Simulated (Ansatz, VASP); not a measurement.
# B in VASP and in Ansatz

```
B
1.0
    -2.70385    2.70385    2.70385
     2.70385   -2.70385    2.70385
     2.70385    2.70385   -2.70385
B
8
Cartesian
  -0.8828 0.8828 0.8828
  1.8211 1.8211 1.8211
  0.8828 -0.8828 0.8828
  0.8828 0.8828 -0.8828
  1.8211 -1.8211 1.8211
  0.8828 0.8828 0.8828
  -1.8211 1.8211 1.8211
  1.8211 1.8211 -1.8211
```

Alike in both runs: functional PBE; k mesh 6 × 6 × 6; occupations gaussian, width 0.1 eV; no spin polarisation.

Ansatz relaxed the structure, and its values are those at the end. VASP's run is a single point on that final structure, the one shown.

```csv
,VASP,Ansatz
version,VASP 6.6.1,Ansatz 0.2.0
potentials or method,"VASP PAW PBE potentials, release 64 (B)","scalar-relativistic, plane waves, PAW"
plane-wave cutoff (eV),520,420
valence electrons in the cell,24,24
```

|  | VASP | Ansatz | Ansatz less VASP |
| --- | --- | --- | --- |
| gap on the k mesh at the Fermi level (eV) | none | none | - |
| pressure (GPa) | 0.2 | 0.2 | +0.03 |

A gap of «none» marks a metal or a gap that the smearing closes.
